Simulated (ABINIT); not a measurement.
Set up this calculation in ABINIT 10.8.3 (patched build), as the native input.

```yaml
Task: single point
Functional: PBE
Potentials_or_basis: JTH PAW PBE v2.0
Cutoff: 544 eV
k_mesh: 7 × 7 × 7
Occupations: fermi-dirac, width 0.05 eV
Spin: no spin polarisation
Fine-grid_cutoff: 1088.46 eV
Exchange_and_correlation_inside_the_PAW_spheres: full angular mesh (pawxcdev 0, this build's default; the released program takes 1)
```

Crystal: NbP.

```xyz
4
Lattice="-1.6749 1.6749 5.7401 1.6749 -1.6749 5.7401 1.6749 1.6749 -5.7401" Properties=species:S:1:pos:R:3 pbc="T T T"
Nb    1.6749    0.0000    2.8687
Nb    0.0000    0.0000    5.7387
P     0.0000    1.6749    3.8200
P     0.0000    0.0000    0.9500
```

The cell is a database's computed one.

The input as run:

run.abi

```
# Pseudopotentials
pp_dirpath "./"
pseudos "Nb.GGA_PBE-JTH.xml, P.GGA_PBE-JTH.xml"

# Structure
acell 11.7345111355 11.7345111355 11.7345111355
rprim
    -0.2697297053     0.2697297053     0.9243872414
     0.2697297053    -0.2697297053     0.9243872414
     0.2697297053     0.2697297053    -0.9243872414
ntypat 2
znucl 41 15
natom 4
typat 1 1 2 2
xred
     0.2498808000     0.7498808000     0.5000000000
     0.4998808000     0.4998808000     0.0000000000
     0.8327477700     0.3327477700     0.5000000000
     0.0827477700     0.0827477700     0.0000000000

# Plane-wave basis
ecut 20.0
pawecutdg 40.0

# k points
kptopt 1
ngkpt 7 7 7
nshiftk 1
shiftk 0.0 0.0 0.0

# Exchange and correlation
ixc 11

# Bands and occupations
nband 22
occopt 3
tsmear 0.05 eV

# SCF cycle
nstep 100
tolvrs 1.0e-9

# Output
iomode 3
prtwf 0
prtden 0
prteig 0
prtebands 0
enunit 2
```

Potentials or basis: JTH PAW PBE v2.0.

The run is started by

```sh
$ abinit run.abi > log 2>&1
```

Results of the run:

The pressure is -1.4 GPa, the largest force is 0.022 eV/Å and the band gap on the k mesh is 0.05 eV, direct. The valence electrons inside the program's atomic spheres are Nb 10.14; P 1.60.

Caveat: an odd mesh through Γ misses points on the zone boundary, where band edges often lie.

Wall time 98 s on 1 thread of Arm Neoverse V2, on a shared host, peak memory 0.27 GiB.
